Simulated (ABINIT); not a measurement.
## InP (F-43m): third-order response

Wanted: vibrational spectra of InP (F-43m) from linear and non-linear response.

Program: ABINIT 10.8.3. Level of theory: DFT LDA, scalar-relativistic, plane waves, PseudoDojo norm-conserving pseudopotentials. Results are calculated unless marked as measured.

The experiments to compare with:

“Universal growth of ultra-thin III–V semiconductor single crystals” (2020, pmc:7414113) reports for InP, zinc blende, by Raman, 532 nm excitation (bulk InP reference crystal): Raman mode (TO, bulk) 306 cm⁻¹ [bulk reference spectrum shown in the supplement; assignment to TO implied by order].

The database entry behind the starting cell differs from later determinations by our own check (0.1 to 0.3 % short, probably kX units), so it need not match the best structure at ambient conditions.

## Step 1: The starting structure

It takes space group F-43m (No. 216, cubic). The conventional cell has a = 5.861 Å, b = 5.861 Å, c = 5.861 Å, α = 90.00°, β = 90.00°, γ = 90.00°. Nearest to In lie 4 P at 2.54 Å. P has 4 In at 2.54 Å nearest. Farther neighbours are not listed.

## Step 2: A first look

A first run with smearing and empty bands tells whether the crystal has a gap, which decides between fixed occupations and smearing later on.

The input, probe.abi:

```
# ground state
tolvrs 1.0d-08
prtden 1
prtwf 1

# basis, mesh and filling
ecut 31.0
ngkpt 6 6 6
nshiftk 1
shiftk 0.0 0.0 0.0
istwfk *1
occopt 7
tsmear 0.005
nband 15
nstep 100
diemac 9.0
prtebands 0
prtgsr 0

# cell and atoms
acell 7.83169184 7.83169184 7.83169184
rprim 
    -0.7071067812 0.0 0.7071067812
    0.0 0.7071067812 0.7071067812
    -0.7071067812 0.7071067812 0.0
ntypat 2
znucl 49 15
natom 2
typat 1 2
xred 
    0.0 0.0 0.0
    0.25 0.25 0.25
pp_dirpath "./pseudo"
pseudos "In.upf, P.upf"
```

The run is started by

```
$ OMP_NUM_THREADS=1 mpirun -n 4 abinit probe.abi > probe.log
```

Numbers of over 12 decimals in the logs are rounded to 6 here.

probe.abo, the main output file:

```text
[banners, grids, parts of the stress and lines that vanish by symmetry left out]
- input  file    -> probe.abi
- output file    -> probe.abo
- root for input  files -> probei
[...]
Symmetries : space group F-4 3 m (#216); Bravais cF (face-center cubic)
[...]
mpw =        2822          nfft =       64000          nkpt =          16
[...]
== DATASET  1 ==================================================================
[...]
cutoff_energies: {ecut:  31.0, pawecutdg:  -1.0, }
[...]
ETOT  1  -72.896353146771    -7.290E+01 3.925E-01 1.059E+02
 ETOT  2  -73.215438075174    -3.191E-01 2.467E-02 1.552E+01
 ETOT  3  -73.218296657323    -2.859E-03 7.430E-03 4.834E-02
 ETOT  4  -73.218302733752    -6.076E-06 2.422E-03 1.735E-03
 ETOT  5  -73.218302968689    -2.349E-07 3.766E-03 6.272E-04
 ETOT  6  -73.218303079083    -1.104E-07 5.603E-04 4.471E-05
 ETOT  7  -73.218303088255    -9.172E-09 6.934E-04 3.214E-07
 ETOT  8  -73.218303088320    -6.517E-11 1.722E-04 2.525E-08
 ETOT  9  -73.218303088324    -4.377E-12 1.903E-04 4.907E-10
 At SCF step    9       vres2   =  4.91E-10 < tolvrs=  1.00E-08 =>converged.
[...]
sigma(1 1)=  6.52783083E-05  sigma(3 2)=  0.00000000E+00
  sigma(2 2)=  6.52783083E-05  sigma(3 1)=  0.00000000E+00
  sigma(3 3)=  6.52783083E-05  sigma(2 1)=  0.00000000E+00
[...]
convergence: {deltae: -4.377E-12, res2:  4.907E-10, residm:  1.903E-04, diffor: null, }
etotal    :  -7.32183031E+01
[...]
sigma(1 1)=  6.52783083E-05  sigma(3 2)=  0.00000000E+00
  sigma(2 2)=  6.52783083E-05  sigma(3 1)=  0.00000000E+00
  sigma(3 3)=  6.52783083E-05  sigma(2 1)=  0.00000000E+00
[...]
- sigma(1 1)=  1.92055414E+00  sigma(3 2)=  0.00000000E+00
- sigma(2 2)=  1.92055414E+00  sigma(3 1)=  0.00000000E+00
- sigma(3 3)=  1.92055414E+00  sigma(2 1)=  0.00000000E+00
[...]
fcart     -0.0000000000E+00 -0.0000000000E+00 -0.0000000000E+00
           strten      6.5278308292E-05  6.5278308292E-05  6.5278308292E-05
================================================================================

[key lines of the parts left out:]
pressure_GPa:  -1.9206E+00
```

Elapsed: 8.5 s, on 4 MPI ranks of Arm Neoverse V1, shared host.

Read from the output:

| Property | Result |
| --- | --- |
| volume per atom | 25.17 Å³ |
| pressure | -1.921 GPa |
| gap on the k-mesh | 0.4833 eV |

A gap of 0.48 eV opens on this mesh, so the crystal is taken as an insulator; the printed pressure holds the stress of the finite basis too.

## Step 3: Relaxation

The harmonic expansion needs vanishing forces, and a free crystal bears no stress, so cell and atoms are brought to rest. Stress is more sensitive to the basis than forces are: the last 3 Ha under the cutoff are smoothed with ecutsm, and the cutoff is raised above that of the later runs.

The input, relax.abi:

```
# relaxation
ionmov 2
optcell 2
dilatmx 1.08
ntime 40
tolmxf 1.0d-05
tolvrs 1.0d-14
prtwf 0
prtden 0
chksymtnons 0

# basis, mesh and filling
ecut 39.0
ecutsm 3.0
ngkpt 10 10 10
nshiftk 1
shiftk 0.0 0.0 0.0
istwfk *1
occopt 1
nband 9
nstep 100
diemac 9.0
prtebands 0
prtgsr 0

# cell and atoms
acell 7.83169184 7.83169184 7.83169184
rprim 
    -0.7071067812 0.0 0.7071067812
    0.0 0.7071067812 0.7071067812
    -0.7071067812 0.7071067812 0.0
ntypat 2
znucl 49 15
natom 2
typat 1 2
xred 
    0.0 0.0 0.0
    0.25 0.25 0.25
pp_dirpath "./pseudo"
pseudos "In.upf, P.upf"
```

The run is started by

```
$ OMP_NUM_THREADS=1 mpirun -n 4 abinit relax.abi > relax.log
```

relax.abo, the main output file:

```text
[banners, grids, parts of the stress and lines that vanish by symmetry left out]
- input  file    -> relax.abi
- output file    -> relax.abo
- root for input  files -> relaxi
[...]
Symmetries : space group F-4 3 m (#216); Bravais cF (face-center cubic)
[...]
mpw =        5003          nfft =      110592          nkpt =          47
[...]
== DATASET  1 ==================================================================
[...]
cutoff_energies: {ecut:  39.0, pawecutdg:  -1.0, }
[...]
ETOT  1  -70.670530069021    -7.067E+01 6.032E-01 4.897E+03
 ETOT  2  -72.474373574130    -1.804E+00 1.164E-01 7.304E+03
 ETOT  3  -73.114789413028    -6.404E-01 3.253E-02 1.093E+03
 ETOT  4  -73.158426906417    -4.364E-02 1.949E-03 6.560E+02
 ETOT  5  -73.210107251809    -5.168E-02 3.625E-04 9.712E+01
[...]
At SCF step   26       vres2   =  7.47E-15 < tolvrs=  1.00E-14 =>converged.
[...]
sigma(1 1)=  4.52276566E-05  sigma(3 2)=  0.00000000E+00
  sigma(2 2)=  4.52276566E-05  sigma(3 1)=  0.00000000E+00
  sigma(3 3)=  4.52276566E-05  sigma(2 1)=  0.00000000E+00
[...]
convergence: {deltae: -1.648E-12, res2:  7.465E-15, residm:  9.080E-11, diffor: null, }
etotal    :  -7.32191961E+01
[...]
ETOT  1  -73.219037073071    -7.322E+01 6.611E-01 3.036E+00
[...]
At SCF step   11       vres2   =  5.29E-15 < tolvrs=  1.00E-14 =>converged.
[...]
sigma(1 1)=  3.61422748E-05  sigma(3 2)=  0.00000000E+00
  sigma(2 2)=  3.61422748E-05  sigma(3 1)=  0.00000000E+00
  sigma(3 3)=  3.61422748E-05  sigma(2 1)=  0.00000000E+00
[...]
convergence: {deltae:  1.421E-12, res2:  5.291E-15, residm:  1.070E-12, diffor: null, }
etotal    :  -7.32192523E+01
[...]
ETOT  1  -73.216148665788    -7.322E+01 2.317E-01 4.568E+01
[...]
At SCF step   13       vres2   =  4.83E-15 < tolvrs=  1.00E-14 =>converged.
[...]
sigma(1 1)= -1.12037410E-06  sigma(3 2)=  0.00000000E+00
  sigma(2 2)= -1.12037410E-06  sigma(3 1)=  0.00000000E+00
  sigma(3 3)= -1.12037410E-06  sigma(2 1)=  0.00000000E+00
[...]
convergence: {deltae:  3.041E-12, res2:  4.829E-15, residm:  9.919E-16, diffor: null, }
etotal    :  -7.32193475E+01
[...]
ETOT  1  -73.219344678247    -7.322E+01 7.027E-10 4.085E-02
[...]
ETOT  9  -73.219347553284    -2.842E-14 2.077E-16 5.481E-13
 ETOT 10  -73.219347553285    -4.547E-13 2.380E-17 3.862E-15
 At SCF step   10       vres2   =  3.86E-15 < tolvrs=  1.00E-14 =>converged.
[...]
sigma(1 1)=  2.59762806E-08  sigma(3 2)=  0.00000000E+00
  sigma(2 2)=  2.59762806E-08  sigma(3 1)=  0.00000000E+00
  sigma(3 3)=  2.59762806E-08  sigma(2 1)=  0.00000000E+00
[...]
convergence: {deltae: -4.547E-13, res2:  3.862E-15, residm:  2.380E-17, diffor: null, }
etotal    :  -7.32193476E+01
[...]
At Broyd/MD step   4, gradients are converged :
[...]
sigma(1 1)=  2.59762806E-08  sigma(3 2)=  0.00000000E+00
  sigma(2 2)=  2.59762806E-08  sigma(3 1)=  0.00000000E+00
  sigma(3 3)=  2.59762806E-08  sigma(2 1)=  0.00000000E+00
[...]
- sigma(1 1)=  7.64248562E-04  sigma(3 2)=  0.00000000E+00
- sigma(2 2)=  7.64248562E-04  sigma(3 1)=  0.00000000E+00
- sigma(3 3)=  7.64248562E-04  sigma(2 1)=  0.00000000E+00
[...]
fcart     -0.0000000000E+00 -0.0000000000E+00 -0.0000000000E+00
           strten      2.5976280640E-08  2.5976280640E-08  2.5976280640E-08
================================================================================

[key lines of the parts left out:]
pressure_GPa:  -7.6425E-04
Total energy (etotal) [Ha]= -7.32193475532847E+01
```

Wall time 1.7 min (4 MPI ranks); 6.9 min of CPU time.

The steps of the relaxation:

| step | energy less that of the first step (eV) | largest force (eV/Å) | volume (Å³) |
| --- | --- | --- | --- |
| 1 | 0.0000 | 0.0000 | 50.33 |
| 2 | -0.0015 | 0.0000 | 50.13 |
| 3 | -0.0041 | 0.0000 | 49.34 |
| 4 | -0.0041 | 0.0000 | 49.36 |

| conventional cell, symmetrised | before | after | change |
| --- | --- | --- | --- |
| a (Å) | 5.861 | 5.823 | -0.6 % |
| b (Å) | 5.861 | 5.823 | -0.6 % |
| c (Å) | 5.861 | 5.823 | -0.6 % |
| volume (Å³/atom) | 25.17 | 24.68 | -1.9 % |

Final coordinates:

```
In P
1.0
    -2.91148    0.00000    2.91148
     0.00000    2.91148    2.91148
    -2.91148    2.91148    0.00000
In P
1 1
Direct
  0.00000 0.00000 0.00000
  0.25000 0.25000 0.25000
```

This step gave:

- volume per atom: 24.68 Å³
- pressure: -7.64e-4 GPa

The volume changes by -1.9 % in this run and stands -1.9 % from the first cell.

## Step 4: Self-consistent run for the response

First-order wavefunctions inherit every error of the ground state, hence the very tight tolvrs. The mesh is shifted off Γ, since shifted meshes converge sums over the zone faster.

The input, gs.abi:

```
# ground state
tolvrs 1.0d-16
prtden 1
prtwf 1

# basis, mesh and filling
ecut 31.0
ngkpt 8 8 8
nshiftk 4
shiftk 
    0.5 0.5 0.5
    0.5 0.0 0.0
    0.0 0.5 0.0
    0.0 0.0 0.5
istwfk *1
occopt 1
nband 9
nstep 100
diemac 9.0
prtebands 0
prtgsr 0

# cell and atoms
acell 7.78086189 7.78086189 7.78086189
rprim 
    -0.7071067812 0.0 0.7071067812
    0.0 0.7071067812 0.7071067812
    -0.7071067812 0.7071067812 0.0
ntypat 2
znucl 49 15
natom 2
typat 1 2
xred 
    0.0 0.0 0.0
    0.25 0.25 0.25
pp_dirpath "./pseudo"
pseudos "In.upf, P.upf"
```

The run is started by

```
$ OMP_NUM_THREADS=1 mpirun -n 4 abinit gs.abi > gs.log
```

gs.abo, the main output file:

```text
[banners, grids, parts of the stress and lines that vanish by symmetry left out]
- input  file    -> gs.abi
- output file    -> gs.abo
- root for input  files -> gsi
[...]
Symmetries : space group F-4 3 m (#216); Bravais cF (face-center cubic)
[...]
mpw =        2764          nfft =       64000          nkpt =          60
[...]
== DATASET  1 ==================================================================
[...]
cutoff_energies: {ecut:  31.0, pawecutdg:  -1.0, }
[...]
ETOT  1  -71.015238601452    -7.102E+01 5.229E-01 2.254E+03
 ETOT  2  -72.649390516993    -1.634E+00 1.750E-01 3.287E+03
 ETOT  3  -73.140656978298    -4.913E-01 4.954E-02 4.778E+02
 ETOT  4  -73.173853176218    -3.320E-02 1.507E-02 2.820E+02
 ETOT  5  -73.215742883169    -4.189E-02 1.229E-03 2.054E+01
[...]
ETOT 23  -73.219018915253     1.577E-12 6.191E-15 1.942E-16
 ETOT 24  -73.219018915256    -2.885E-12 2.868E-15 2.120E-17
 At SCF step   24       vres2   =  2.12E-17 < tolvrs=  1.00E-16 =>converged.
[...]
sigma(1 1)=  1.95851792E-05  sigma(3 2)=  0.00000000E+00
  sigma(2 2)=  1.95851792E-05  sigma(3 1)=  0.00000000E+00
  sigma(3 3)=  1.95851792E-05  sigma(2 1)=  0.00000000E+00
[...]
convergence: {deltae: -2.885E-12, res2:  2.120E-17, residm:  2.868E-15, diffor: null, }
etotal    :  -7.32190189E+01
[...]
sigma(1 1)=  1.95851792E-05  sigma(3 2)=  0.00000000E+00
  sigma(2 2)=  1.95851792E-05  sigma(3 1)=  0.00000000E+00
  sigma(3 3)=  1.95851792E-05  sigma(2 1)=  0.00000000E+00
[...]
- sigma(1 1)=  5.76215865E-01  sigma(3 2)=  0.00000000E+00
- sigma(2 2)=  5.76215865E-01  sigma(3 1)=  0.00000000E+00
- sigma(3 3)=  5.76215865E-01  sigma(2 1)=  0.00000000E+00
[...]
fcart     -1.9117295860E-31  1.9117295860E-31 -5.7351887580E-31
           strten      1.9585179174E-05  1.9585179174E-05  1.9585179174E-05
================================================================================

[key lines of the parts left out:]
pressure_GPa:  -5.7622E-01
```

Run time: 33 s. Hardware: 4 MPI ranks; 2.2 min of CPU time.

Read from the output:

* pressure: -0.5762 GPa

The cell stands at -0.58 GPa: the relaxation ran with a smoothed and higher cutoff and on another k mesh.

## Step 5: The gap at rest

Empty bands on the ground state's density check that the gap assumed so far is there in this cell.

The input, gap.abi:

```
# empty bands on the ground state's density
iscf -2
getden_filepath "gso_DEN"
tolwfr 1.0d-12
nbdbuf 2
prtwf 0

# basis, mesh and filling
ecut 31.0
ngkpt 12 12 12
nshiftk 1
shiftk 0.0 0.0 0.0
istwfk *1
occopt 1
nband 13
nstep 100
diemac 9.0
prtebands 0
prtgsr 0

# cell and atoms
acell 7.78086189 7.78086189 7.78086189
rprim 
    -0.7071067812 0.0 0.7071067812
    0.0 0.7071067812 0.7071067812
    -0.7071067812 0.7071067812 0.0
ntypat 2
znucl 49 15
natom 2
typat 1 2
xred 
    0.0 0.0 0.0
    0.25 0.25 0.25
pp_dirpath "./pseudo"
pseudos "In.upf, P.upf"
```

The run is started by

```
$ OMP_NUM_THREADS=1 mpirun -n 4 abinit gap.abi > gap.log
```

gap.abo, the main output file:

```text
[banners, grids, parts of the stress and lines that vanish by symmetry left out]
- input  file    -> gap.abi
- output file    -> gap.abo
- root for input  files -> gapi
[...]
Symmetries : space group F-4 3 m (#216); Bravais cF (face-center cubic)
[...]
mpw =        2778          nfft =       64000          nkpt =          72
[...]
== DATASET  1 ==================================================================
[...]
cutoff_energies: {ecut:  31.0, pawecutdg:  -1.0, }
[...]
-outvars: echo values of variables after computation
            acell      7.7808618900E+00  7.7808618900E+00  7.7808618900E+00 Bohr
================================================================================
```

Elapsed: 19 s, on 4 MPI ranks.

Read from the output:

```yaml
gap_on_the_k_mesh: 0.5943 eV
```

In this cell the gap on the mesh is 0.59 eV, direct, so fixed occupations hold.

[end of part 1 of 3]

[Host names and launcher messages were left out of these logs when they were recorded.]

[Logs are printed without paths, hosts, clocks, repeated set-up lines and the standing remarks that a program may print on its own settings, such as how far it seeks lower states.]

[Hosts, paths, dates, database ids (printed as entryN), source tags and the programs' standing remarks are cut or masked in the printed files.]
